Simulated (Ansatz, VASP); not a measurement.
**SnO (zincblende type (invented)) in two plane-wave programs**

One calculation is typed for both programs; each brings its own data sets. How far apart do they land? The cell is generated by rule, not measured, and may not be a known phase. Of the first pair: The two relaxations start from unlike cells of this crystal (the structure described is Ansatz's start), so only their ends are compared.

Main program and level: Ansatz 0.2.0; plane waves, with VASP 6.6.1 beside it; relaxation of cell and atoms at PBE.

**1. Set-up**

Symmetry: F-43m, No. 216, cubic system. The conventional cell has a = 5.101 Å, b = 5.101 Å, c = 5.101 Å, α = 90.00°, β = 90.00°, γ = 90.00°. Nearest to Sn lie 4 O at 2.21 Å. O has 4 Sn at 2.21 Å nearest. Farther neighbours and most contacts between anions are not listed.

**2. Ansatz: relaxation of cell and atoms, PBE, pair 1**

Ansatz runs on its default PAW (the set named soft_2) files.

The relaxed volume is the usual yardstick between codes: in a stiff, nearly cubic crystal its relative difference is about their pressure difference at one cell divided by the bulk modulus.

The input, input.yaml:

```yaml
crystal:
  lattice:
    - [0.0, 2.55073, 2.55073]
    - [2.55073, 0.0, 2.55073]
    - [2.55073, 2.55073, 0.0]
  atoms:
    - { symbol: Sn, position: [0.0, 0.0, 0.0] }
    - { symbol: O, position: [0.75, 0.75, 0.75] }
kpoints:
  mp_grid: { grid: [6, 6, 6] }
hamiltonian:
  xc: pbe
scf:
  occupations: { method: gaussian, width: 0.1 }
output:
  forces: true
  stress: true
  eigenvalues: true
relax:
  adjacent_minimum: "off"
  f_tol: 0.05
  max_steps: 80
  cell: { stress_tol: 0.5 }
```

The run is started by

```console
ansatz run input.yaml --threads 2 --pin off --max-ram 5120MiB --backend cpu --events-out ev --progress --plain --runs-dir out
```

Numbers of over 12 decimals in the logs are rounded to 6 here.

The log of the run:

```text
The last accepted step is kept in <dir> (removed where the run ends without a failure and the disk answers)
Engine: ansatz 0.2.0, aarch64-unknown-linux-gnu
Pseudopotentials: kind: paw
Pseudopotential: Sn, paw, valence charge 14, recommended cutoff 420 eV (normal), Sn.paw.azcp
Pseudopotential: O, paw, valence charge 6, recommended cutoff 420 eV (normal), O.paw.azcp
Functional definition: PBE
  parameter kappa = 0.804
  parameter beta = 0.066725
  exchange = pbe_x(kappa = kappa, mu = beta*pi^2/3)
  correlation = pbe_c(beta = beta)
Crystal: 2 atoms, lattice volume = 33.191 Å³
Basis set: ecut = 420 eV, 645 PW (Γ), exchange–correlation on 50×50×50 points (8 copies of the dense FFT grid, shifted against one another)
Bands: 14, of which v1, the nominal top of the filled ones, is band 10 counted from 1 (9 counted from 0)
Symmetry: 24 space group operations
Space group: F-43m (ITA 216), of the structure as read, at distance tolerance 3.2e-5 Å
k-points: 16 of 216 (time reversal used)
Non-local potential: Sn, projectors of the file, l = 0: 2, l = 1: 2, l = 2: 2, l = 3: 2
Non-local potential: O, projectors of the file, l = 0: 2, l = 1: 2, l = 2: 1
PAW form: soft (Blöchl's): semilocal exchange-correlation on the pseudo side does not see the compensation charge
PAW one-centre angular grid: Sn, 590 points (default); XC on 64 Gauss nodes
PAW one-centre angular grid: O, 110 points (default); XC on 64 Gauss nodes
Initial density: superposition of atomic densities (neutral atoms: chi_scale 0, normalization atom), corrected by the library's trained network
Initial wavefunctions: pseudopotential atomic-orbital guess
Functional: x = pbe(κ = 0.804, μ = 0.219515), c = pbe(β = 0.066725)
SCF iter   1: F=—  HF=-6590.390320 eV  |F-HF|=—  |Δ(HF+E_count)|=         —  Δρ=1.26e-2  dr2=5.63e-2  ethr=1.77e-3  ⟨swp⟩=5.1  Hψ=1238  notcnv=0
preconditioner: auto → none  [insulator: Δε(μ)=0.161 eV  Ē_g=19.999 eV  σ=0.100 eV  W_gap=0.70  n_scr=14 (ndim 8)  ℏωp=28.8 eV  f_vac=0.010  D(μ)=0.32/eV (n_scr^D=0)  ε∞_Penn≈3.1]
SCF iter   2: F=—  HF=-6590.392558 eV  |F-HF|=—  |Δ(HF+E_count)|=   2.24e-3  Δρ=1.47e-2  dr2=6.00e-2  ethr=2.82e-4  ⟨swp⟩=2.0  Hψ=466  notcnv=0
SCF iter   3: F=—  HF=-6590.380251 eV  |F-HF|=—  |Δ(HF+E_count)|=   1.23e-2  Δρ=2.96e-3  dr2=2.33e-3  ethr=2.82e-4  ⟨swp⟩=2.1  Hψ=321  notcnv=0
SCF iter   4: F=—  HF=-6590.380256 eV  |F-HF|=—  |Δ(HF+E_count)|=   5.35e-6  Δρ=3.97e-4  dr2=3.48e-5  ethr=1.16e-5  ⟨swp⟩=1.3  Hψ=252  notcnv=0
SCF iter   5: F=—  HF=-6590.380256 eV  |F-HF|=—  |Δ(HF+E_count)|=   2.09e-7  Δρ=1.51e-4  dr2=7.68e-6  ethr=1.74e-7  ⟨swp⟩=2.1  Hψ=355  notcnv=0
SCF iter   6: F=—  HF=-6590.380253 eV  |F-HF|=—  |Δ(HF+E_count)|=   2.65e-6  Δρ=2.95e-5  dr2=3.62e-7  ethr=3.84e-8  ⟨swp⟩=2.0  Hψ=382  notcnv=0
SCF iter   7: F=-6590.380253 eV  HF=-6590.380253 eV  |F-HF|=3.07e-9  |Δ(HF+E_count)|=   1.27e-7  Δρ=4.20e-6  dr2=3.69e-9  ethr=5.00e-10  ⟨swp⟩=5.9  Hψ=1068  notcnv=0
SCF 1 converged in 7 iterations: F = -6590.380253 eV  dr2 = 3.69e-9
  greatest PAW one-centre occupation: 0.993 electrons in one spin orbital (limit 2), on the Sn atom at site 0 (counted from 0), in its partial waves of l = 2
relax step   1: F+E_penalty+E_count = -6590.38025295 eV  Δ(F+E_penalty+E_count) = +0.000e0 eV  max|allowed force component| = 5.921e-16 eV/Å  Δτ_max = 0.0000 Å  P = +18.264 GPa  Ω = 33.191 Å³  (7 SCF iters, dr2 threshold 1.00e-7 eV, accepted)
[...]
relax step   3: F+E_penalty+E_count = -6590.73940061 eV  Δ(F+E_penalty+E_count) = -2.219e-2 eV  max|allowed force component| = 5.089e-16 eV/Å  Δτ_max = 0.0000 Å  P = +0.185 GPa  Ω = 40.237 Å³  energy of the carried Pulay correction = -1.897e-2 eV  (6 SCF iters, dr2 threshold 2.00e-7 eV, accepted)
[...]
relax step   4: F+E_penalty+E_count = -6590.78424772 eV  Δ(F+E_penalty+E_count) = -4.485e-2 eV  max|allowed force component| = 5.644e-16 eV/Å  Δτ_max = 0.0000 Å  P = +1.517 GPa  Ω = 40.237 Å³  stress off target by 1.52e0 GPa  SCF on the basis re-selected at this cell (its energy is not comparable with the rows above)  (7 SCF iters)
[...]
relax step   5: F+E_penalty+E_count = -6590.78670311 eV  Δ(F+E_penalty+E_count) = -2.455e-3 eV  max|allowed force component| = 5.829e-16 eV/Å  Δτ_max = 0.0000 Å  P = +0.288 GPa  Ω = 40.982 Å³  energy of the carried Pulay correction = -1.702e-3 eV  (5 SCF iters, dr2 threshold 2.00e-7 eV, accepted)
[...]
relax step   6: F+E_penalty+E_count = -6590.78826009 eV  Δ(F+E_penalty+E_count) = -1.557e-3 eV  max|allowed force component| = 6.014e-16 eV/Å  Δτ_max = 0.0000 Å  P = +0.294 GPa  Ω = 40.982 Å³  stress off target by 2.94e-1 GPa  SCF on the basis re-selected at this cell (its energy is not comparable with the rows above)  (5 SCF iters)
basis re-selected at this cell: Δ(F+E_penalty+E_count) = -1.557e-3 eV, ΔP = +0.006 GPa vs the last step (what re-selecting the basis moved, of the pressure what is left beyond the Pulay correction that the steps carried, after the strain that the cell walked since its last selection, with what the two solves' SCF thresholds leave and, on support functions, any second-order correction that the steps lacked; it is no m [...]
SCF converged after 5 iterations
Free energy (F): -6590.788260 eV
Harris-Foulkes:  -6590.788260 eV  (|F-HF|=1.51e-8)
Internal energy: -6590.785749 eV  (E = F + TS)
E sigma→0 (E₀):  -6590.787005 eV
Entropy (-TS):   -0.002511 eV (-1.255 meV/atom)
Fermi energy:    8.179958 eV
--- Per-component energies (eV) ---
  E_band       = -124.931233
  E_kinetic    = 358.255836
  E_local      = -1357.802654  (includes V_loc(G=0)·N_el)
  E_nonlocal   = 15.108012
  E_hartree    = 717.204542
  E_xc         = -456.640379
  E_vxc        = -190.067251  (∫ρ·V_xc dr)
  E_paw        = -4290.358949  (= ΣΔE_a)
  E_vpaw       = -384.836112  (= ΣTr[D̂ρ^β])
  E_aug_tail   = 0.002329  (compensation charges beyond the density's cutoff)
  E_ewald      = -1576.554486
  E_smearing   = -0.002511  (= −TS)
  E_closure    = 0.000000  (closes the sum)
  Σ components = -6590.788260   (vs F -6590.788260, Δ=0.00e0)
--- Forces (eV/Å), atoms counted from 1 ---
  atom   1  Sn     0.00000000    -0.00000000    -0.00000000
  atom   2  O     -0.00000000     0.00000000     0.00000000
  max |Σ_I F_I| component: 1.57e-16 eV/Å
--- Stress (GPa, compression-positive) ---
        0.294252      -0.000000      -0.000000
       -0.000000       0.294252       0.000000
       -0.000000       0.000000       0.294252
  P = ⅓ Tr σ = 0.2943 GPa (2.943 kbar)
--- Band table (eV; the first three rows and the last of 16) ---
  k-point 0: bands = [... 6 lower, 1.9104, 4.6849, 4.6849, 4.6849, 12.5721, 12.5721, 12.5721, 17.0215]
  k-point 1: bands = [... 6 lower, 1.4672, 4.5746, 4.5746, 5.0906, 11.3415, 12.6825, 12.6825, 17.6773]
  k-point 2: bands = [... 6 lower, 0.7224, 4.3695, 4.3695, 5.6419, 10.1504, 12.7518, 12.7518, 16.8587]
  k-point 15: bands = [... 6 lower, 0.6398, 3.2651, 3.2807, 8.1321, 8.7978, 11.6085, 12.6831, 15.3101]
--- Relaxed structure (4 steps of the walk, 4 accepted, 2 SCFs on fresh bases) ---
  F+E_penalty+E_count = -6590.78826009 eV   max|allowed force component| = 6.014e-16 eV/Å   (the final SCF, on the basis selected at the relaxed cell)
  cell:  # Å, volume = 40.9825 Å³
    - [0, 2.736462, 2.736462]
    - [2.736462, 0, 2.736462]
    - [2.736462, 2.736462, 0]
  atoms:
    - { symbol: Sn, position: [0, 0, 0] }
    - { symbol: O, position: [0.75, 0.75, 0.75] }
```

**3. VASP: relaxation of cell and atoms, PBE, pair 1**

Its own start cell and the same functional, mesh and smearing now go to VASP, with its own data sets.

Lines of VASP's logs that name or quote its potential files are left out, and so is its time.

The input, INCAR:

```
SYSTEM = SnO
PREC = Accurate
ENCUT = 600
EDIFF = 1E-07
NELM = 120
ISMEAR = 0
SIGMA = 0.1
LREAL = .FALSE.
ALGO = Normal
GGA = PE
NBANDS = 16
LORBIT = 11
LWAVE = .FALSE.
LCHARG = .FALSE.
ISIF = 3
IBRION = 2
NSW = 80
EDIFFG = -0.005
LASPH = .TRUE.
GGA_COMPAT = .FALSE.
NELMIN = 4
```

The input, POSCAR:

```
SnO
1.0
    0.0000000000      2.7409448877      2.7409448877
    2.7409448877      0.0000000000      2.7409448877
    2.7409448877      2.7409448877      0.0000000000
Sn O
1 1
Direct
    0.0000000000      0.0000000000      0.0000000000
    0.7500000000      0.7500000000      0.7500000000
```

The input, KPOINTS:

```
Automatic mesh
0
Gamma
6 6 6
0 0 0
```

The projector-augmented-wave data sets are Sn_d and O (PBE family, release 64).

The run is started by

```console
mpirun -np 1 vasp_std
```

The log of the run:

```text
[banner, memory and clock lines left out]
running    1 mpi-ranks, on    1 nodes
 distrk:  each k-point on    1 cores,    1 groups
 distr:  one band on    1 cores,    1 groups

 POSCAR found type information on POSCAR SnO
 POSCAR found :  2 types and       2 ions
 LDA part: xc-table for (Slater+PW92), standard interpolation
 POSCAR, INCAR and KPOINTS ok, starting setup
 FFT: planning ... GRIDC
 FFT: planning ... GRID_SOFT
 FFT: planning ... GRID
 WAVECAR not read
 entering main loop
       N       E                     dE             d eps       ncg     rms          rms(c)
DAV:   1     0.158361485022E+03    0.15836E+03   -0.11194E+04   512   0.191E+03
DAV:   2     0.288345045054E+01   -0.15548E+03   -0.15014E+03   584   0.423E+02
DAV:   3    -0.123368452486E+02   -0.15220E+02   -0.15151E+02   608   0.114E+02
DAV:   4    -0.126777992420E+02   -0.34095E+00   -0.34089E+00   640   0.195E+01
DAV:   5    -0.126887466893E+02   -0.10947E-01   -0.10947E-01   768   0.314E+00    0.873E+00
DAV:   6    -0.107746171978E+02    0.19141E+01   -0.14958E+01   744   0.464E+01    0.537E+00
DAV:   7    -0.104918737440E+02    0.28274E+00   -0.27002E+00   568   0.926E+00    0.144E+00
DAV:   8    -0.104645094603E+02    0.27364E-01   -0.15913E-01   544   0.324E+00    0.347E-01
DAV:   9    -0.104641514620E+02    0.35800E-03   -0.11805E-02   744   0.903E-01    0.139E-01
DAV:  10    -0.104647964724E+02   -0.64501E-03   -0.44717E-03   632   0.582E-01    0.112E-01
DAV:  11    -0.104644778578E+02    0.31861E-03   -0.19803E-03   768   0.319E-01    0.168E-02
DAV:  12    -0.104644828273E+02   -0.49695E-05   -0.11197E-04   544   0.758E-02    0.945E-03
DAV:  13    -0.104644824743E+02    0.35300E-06   -0.90531E-06   632   0.227E-02    0.350E-03
DAV:  14    -0.104644824534E+02    0.20906E-07   -0.89967E-07   600   0.916E-03
   1 F= -.10464482E+02 E0= -.10463227E+02  d E =-.104645E+02
 curvature:   0.00 expect dE= 0.000E+00 dE for cont linesearch  0.000E+00
 trial: gam= 0.00000 g(F)=  0.651E-49 g(S)=  0.105E-04 ort = 0.000E+00 (trialstep = 0.100E+01)
 search vector abs. value=  0.105E-04
 bond charge predicted
       N       E                     dE             d eps       ncg     rms          rms(c)
DAV:   1    -0.104646497606E+02   -0.16729E-03   -0.30807E-03   648   0.897E-01    0.842E-02
DAV:   2    -0.104645235178E+02    0.12624E-03   -0.75774E-04   568   0.248E-01    0.348E-02
DAV:   3    -0.104644927193E+02    0.30798E-04   -0.13006E-04   776   0.133E-01    0.170E-02
DAV:   4    -0.104644852927E+02    0.74266E-05   -0.24933E-05   648   0.825E-02    0.258E-03
DAV:   5    -0.104644855686E+02   -0.27586E-06   -0.15684E-06   624   0.149E-02    0.110E-03
DAV:   6    -0.104644859039E+02   -0.33531E-06   -0.14568E-07   440   0.419E-03    0.414E-04
DAV:   7    -0.104644860954E+02   -0.19155E-06   -0.29137E-08   264   0.209E-03    0.291E-04
DAV:   8    -0.104644860384E+02    0.56987E-07   -0.11690E-08   280   0.208E-03
   2 F= -.10464486E+02 E0= -.10463231E+02  d E =-.358505E-05
 trial-energy change:   -0.000004  1 .order   -0.000004   -0.000011    0.000002
 step:   0.7772(harm=  0.8180)  dis= 0.00000  next Energy=   -10.464486 (dE=-0.385E-05)
 reached required accuracy - stopping structural energy minimisation
```

Parts of OUTCAR (step 3):

```text
ion  position               nearest neighbor table
   1  0.000  0.000  0.000-   2 2.37   2 2.37   2 2.37   2 2.37
   2  0.750  0.750  0.750-   1 2.37   1 2.37   1 2.37   1 2.37

  LATTYP: Found a face centered cubic cell.
 ALAT       =     5.4818897754

 Subroutine GETGRP returns: Found 24 space group operations
 (whereof 24 operations were pure point group operations)

The static configuration has the point symmetry T_d .

 Found     16 irreducible k-points:

   k-points           NKPTS =     16   k-points in BZ     NKDIM =     16   number of bands    NBANDS=     16

   dimension x,y,z NGX =    32 NGY =   32 NGZ =   32
   dimension x,y,z NGXF=    64 NGYF=   64 NGZF=   64

   ENCUT  =  600.0 eV  44.10 Ry    6.64 a.u.   7.74  7.74  7.74*2*pi/ulx,y,z

   NELECT =      20.0000    total number of electrons

 k-points in reciprocal lattice and weights: Automatic mesh
   0.00000000  0.00000000  0.00000000       0.005
   0.16666667  0.00000000  0.00000000       0.037
   0.33333333  0.00000000  0.00000000       0.037
   0.50000000  0.00000000  0.00000000       0.019
   0.16666667  0.16666667  0.00000000       0.028
   0.33333333  0.16666667  0.00000000       0.111
   0.50000000  0.16666667  0.00000000       0.111
  -0.33333333  0.16666667  0.00000000       0.111
  -0.16666667  0.16666667  0.00000000       0.056
[...]
-0.33333333  0.33333333  0.16666667       0.111
  -0.33333333  0.50000000  0.16666667       0.056

 average (electrostatic) potential at core
       1-101.6046       2 -70.0908

 E-fermi :   5.7077

 k-point     1 :       0.0000    0.0000    0.0000
  band No.  band energies     occupation
    ...
      6     -12.9570      2.00000
      7      -0.5505      2.00000
      8       2.2434      2.00000
      9       2.2434      2.00000
     10       2.2434      2.00000
     11      10.0916      0.00000
     12      10.0916      0.00000
     13      10.0916      0.00000
     14      14.5297      0.00000
     15      17.0947      0.00000
    ...

 k-point     2 :       0.1667    0.0000    0.0000
  band No.  band energies     occupation
    ...
      6     -12.8272      2.00000
      7      -0.9866      2.00000
      8       2.1334      2.00000
      9       2.1334      2.00000
     10       2.6423      2.00000
     11       8.8673      0.00000
     12      10.2019      0.00000
     13      10.2019      0.00000
     14      15.2004      0.00000
     15      16.3445      0.00000
    ...

 k-point     3 :       0.3333    0.0000    0.0000
  band No.  band energies     occupation
    ...
      6     -12.5530      2.00000
      7      -1.7217      2.00000
      8       1.9293      2.00000
      9       1.9293      2.00000
     10       3.1831      2.00000
     11       7.6850      0.00000
     12      10.2724      0.00000
     13      10.2724      0.00000
     14      14.3886      0.00000
     15      16.2718      0.00000
    ...

  Total        0.0026833      0.0026833      0.0026833     -0.0000000     -0.0000000     -0.0000000
  in kB        0.1044804      0.1044804      0.1044804     -0.0000000     -0.0000000     -0.0000000
  external PRESSURE =       0.1044804 kB  Pullay stress =       0.0000000 kB

  energy-cutoff  :      600.00
  volume of cell :       41.15
      direct lattice vectors                 reciprocal lattice vectors
     0.000000000  2.740147694  2.740147694    -0.182471916  0.182471916  0.182471916
     2.740147694  0.000000000  2.740147694     0.182471916 -0.182471916  0.182471916
     2.740147694  2.740147694  0.000000000     0.182471916  0.182471916 -0.182471916

 POSITION                                       TOTAL-FORCE (eV/Angst)
 -----------------------------------------------------------------------------------
      0.00000      0.00000      0.00000         0.000000      0.000000      0.000000
      4.11022      4.11022      4.11022        -0.000000     -0.000000     -0.000000
 -----------------------------------------------------------------------------------
    total drift:                                0.000000      0.000000     -0.000000

  FREE ENERGIE OF THE ION-ELECTRON SYSTEM (eV)
  ---------------------------------------------------
  free  energy   TOTEN  =       -10.4644860384 eV

  energy  without entropy=      -10.4619753650  energy(sigma->0) =      -10.46323070

 reached required accuracy - stopping structural energy minimisation

 total charge
# of ion       s       p       d       tot
------------------------------------------
    1        1.370   0.637  10.007  12.014
    2        1.608   3.292   0.000   4.899
--------------------------------------------------
tot          2.977   3.929  10.007  16.914

[... 3 further parts left out ...]
```

CONTCAR:

```
SnO
   1.00000000000000
     0.0000000000000000    2.7401476943835013    2.7401476943835013
     2.7401476943835013    0.0000000000000000    2.7401476943835013
     2.7401476943835013    2.7401476943835013    0.0000000000000000
  Sn              O
     1     1
Direct
     0.0000000000000000    0.0000000000000000    0.0000000000000000
     0.7500000000000000    0.7500000000000000    0.7500000000000000
```

**4. Comparison**

Known differences besides the potentials themselves: the cutoff is 420 eV in Ansatz and 600 eV in VASP; Ansatz adds a Pulay correction to the stress that steers its cell, VASP none. Total energies have different zeros and are not compared.

Compared:

```tsv
quantity	Ansatz	VASP	difference
volume (Å³)	40.98	41.15	-0.40 %
edge a after relaxation, in the typed setting (Å)	3.870	3.875	-0.14 %
```

(Part 1 of 2 ends here.)

[Lines on the potential files, build, host, timing and source positions are cut from VASP's logs without a mark.]

[Logs are printed without paths, hosts, clocks, repeated set-up lines and the standing remarks that a program may print on its own settings, such as how far it seeks lower states.]

[Hosts, paths, dates, database ids (printed as entryN), source tags and the programs' standing remarks are cut or masked in the printed files.]
